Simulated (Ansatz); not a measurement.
Wanted: the native input for an Ansatz 0.2.0 run.

| Item | Value |
| --- | --- |
| Task | relaxation of cell and atoms |
| Functional | PBEsol |
| Dispersion | D3(BJ) |
| Potentials or basis | Ansatz PAW |
| Cutoff | 420 eV (not typed: the program's choice for these potentials) |
| k mesh | 6 × 6 × 4 |
| Occupations | fermi-dirac, width 0.05 eV |
| Spin | no spin polarisation |

Crystal: SiO2 (Cristobalite).

```
Si O
1.0
     4.98200    0.00000    0.00000
     0.00000    4.98200    0.00000
     0.00000    0.00000    6.96300
Si O
4 8
Cartesian
  3.9805 1.0015 5.2222
  3.4925 3.4925 3.4815
  1.0015 3.9805 1.7408
  1.4895 1.4895 0.0000
  0.5155 1.1951 5.7227
  1.2959 3.0065 0.5004
  4.4665 3.7869 2.2412
  3.6861 1.9755 3.9819
  3.0065 1.2959 6.4626
  3.7869 4.4665 4.7218
  1.9755 3.6861 2.9811
  1.1951 0.5155 1.2403
```

These files were run (other wordings do the same):

input.yaml

```yaml
crystal:
  lattice:
    - [4.982, 0.0, 0.0]
    - [0.0, 4.982, 0.0]
    - [0.0, 0.0, 6.963]
  atoms:
    - { symbol: Si, position: [0.79897, 0.20103, 0.75] }
    - { symbol: Si, position: [0.70103, 0.70103, 0.5] }
    - { symbol: Si, position: [0.20103, 0.79897, 0.25] }
    - { symbol: Si, position: [0.29897, 0.29897, 0.0] }
    - { symbol: O, position: [0.10347, 0.23989, 0.82187] }
    - { symbol: O, position: [0.26011, 0.60347, 0.07187] }
    - { symbol: O, position: [0.89653, 0.76011, 0.32187] }
    - { symbol: O, position: [0.73989, 0.39653, 0.57187] }
    - { symbol: O, position: [0.60347, 0.26011, 0.92813] }
    - { symbol: O, position: [0.76011, 0.89653, 0.67813] }
    - { symbol: O, position: [0.39653, 0.73989, 0.42813] }
    - { symbol: O, position: [0.23989, 0.10347, 0.17813] }
hamiltonian:
  xc: pbesol
  pseudopotentials: { kind: paw }
  dispersion: d3bj
kpoints:
  mp_grid: { grid: [6, 6, 4] }
scf:
  occupations: { method: fermi_dirac, width: 0.05 }
output:
  forces: true
  stress: true
  eigenvalues: true
relax:
  f_tol: 0.01
  max_steps: 40
  cell: { stress_tol: 0.05 }
```

Potentials or basis: Ansatz PAW.

Launch:

```sh
$ ansatz run input.yaml --threads 4 --pin off --max-ram 11264MiB --backend cpu --events-out ev --progress --plain --runs-dir out
```

It gave:

```
Relaxed volume                         : 13.56 Å³/atom
Relaxed cell                           : a = 4.904 Å, b = 4.904 Å, c = 6.766 Å, α = 90.00°, β = 90.00°, γ = 90.00°
Space group after relaxing (to 0.05 Å) : P4_12_12 (No. 92)
Energy gained by relaxing              : 6.2 meV/atom
Ionic steps                            : 12
Pressure after relaxing                : 0.0 GPa
Band gap on the k mesh                 : 5.66 eV, direct
```

Caveat: the plane-wave basis is chosen anew once the cell has moved, so the energies of steps on either side of that aren't comparable; the pressure holds a Pulay correction of +0.6 GPa for the finite cutoff; the PAW data sets come from PBE, with cores solved anew for the run's functional, which leaves a small shift of forces and pressure.

Run time: 74 s on 4 threads of Arm Neoverse V1, with other jobs on the host, peak memory 0.56 GiB.
